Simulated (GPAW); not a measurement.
A run of GPAW 26.7.0 is set up as follows.

File run.py:

```python
from ase.dft.bandgap import bandgap
from ase.io import read, write
from gpaw import GPAW, PW
from gpaw.response.df import DielectricFunction

atoms = read('POSCAR')

calc = GPAW(mode=PW(450),
            xc='PBE',
            kpts={'size': (8, 8, 4), 'gamma': True},
            occupations={'name': 'fermi-dirac', 'width': 0.05},
            nbands=24,
            convergence={'density': 1e-06},
            maxiter=150,
            txt='gpaw.txt')
atoms.calc = calc
energy = atoms.get_potential_energy()
calc.write('gs.gpw')
write('result.traj', atoms)
print(f'Energy: {energy:.6f} eV')
print('Fermi level:', round(calc.get_fermi_level(), 4), 'eV')
print(f'Gap: {bandgap(calc)[0]:.4f} eV, direct: {bandgap(calc, direct=True)[0]:.4f} eV')

dense = calc.fixed_density(kpts={'size': (17, 17, 9), 'gamma': True},
                           nbands=38, convergence={'bands': 32, 'eigenstates': 1e-7},
                           update_fermi_level=True, txt='dense.txt')
dense.write('dense.gpw', mode='all')

df = DielectricFunction('dense.gpw', frequencies={'type': 'nonlinear', 'domega0': 0.05, 'omega2': 10},
                        eta=0.1, ecut=50, nbands=32, rate='eta', txt='df.txt')
for direction in ['x', 'z']:
    df.get_dielectric_function(xc='RPA', direction=direction, filename=f'df_{direction}.csv')
```

Contents of POSCAR:

```
Zr
1.0
    3.2953886421      0.0000000000      0.0000000000
   -1.6476943210      2.8538902793      0.0000000000
    0.0000000000      0.0000000000      5.2479471970
Zr
2
Direct
    0.6666666667      0.3333333333      0.7500000000
    0.3333333333      0.6666666667      0.2500000000
```

Potentials or basis: GPAW PAW data sets (gpaw-data 1.2.1), pw.

Launch:

```bash
$ OMP_NUM_THREADS=1 python run.py
```

Problem. What does it give for the band gap on the k mesh?

Solution. None (metal or under the smearing width).

Dielectric function (mean over the directions given):
| energy (eV) | real part | imaginary part |
| --- | --- | --- |
| 0.25 | -71.86 | 163.53 |
| 0.88 | 6.42 | 51.28 |
| 1.54 | -2.60 | 36.29 |
| 2.18 | -5.02 | 22.82 |
| 2.79 | -7.18 | 14.48 |
| 3.43 | -4.93 | 11.05 |
| 4.16 | -4.13 | 10.02 |
| 4.79 | -5.11 | 7.44 |
| 5.38 | -4.54 | 4.92 |
| 6.07 | -2.96 | 2.55 |
| 6.63 | -1.39 | 2.36 |
| 7.29 | -0.68 | 3.67 |
| 8.07 | -1.69 | 2.07 |
| 8.71 | -0.08 | 1.99 |
| 9.27 | -0.83 | 3.20 |
| 9.96 | -1.45 | 2.40 |
| 10.57 | -1.57 | 1.62 |
| 11.20 | -1.17 | 1.35 |
| 11.96 | -0.84 | 1.00 |
| 12.53 | -0.71 | 0.79 |
| 13.24 | -0.40 | 0.69 |
| 13.85 | -0.48 | 0.67 |
| 14.48 | -0.26 | 0.50 |
| 15.13 | -0.16 | 0.38 |
| 15.94 | -0.03 | 0.32 |
| 16.64 | 0.10 | 0.25 |
| 17.36 | 0.21 | 0.20 |
| 18.12 | 0.35 | 0.17 |
| 18.90 | 0.42 | 0.16 |
| 19.87 | 0.51 | 0.10 |

Caveat: the intraband term hangs on this k mesh; the long-wavelength limit can be off by several per cent where d states take part; independent-particle spectra lack excitons.
